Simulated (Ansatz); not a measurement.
diamond against fcc along group 4

These are results of DFT, LDA (PW92), plane waves (420 eV) with PAW, scalar-relativistic in Ansatz 0.2.0, not measurements. (PAW data from PBE, frozen cores regenerated.)

Each structure is relaxed within its symmetry, in the lowest magnetic state of the tried starts. Differences under about 8 meV lie within the error of the k-point mesh.

```csv
element,E(diamond) − E(fcc) (meV/atom),V(diamond) (Å³/atom),V(fcc) (Å³/atom),state of diamond,state of fcc
Ti,2237,19.26,16.06,spin not included,spin not included
Zr,2350,27.74,21.56,spin not included,spin not included
Hf,2674,30.16,20.73,spin not included,spin not included
```
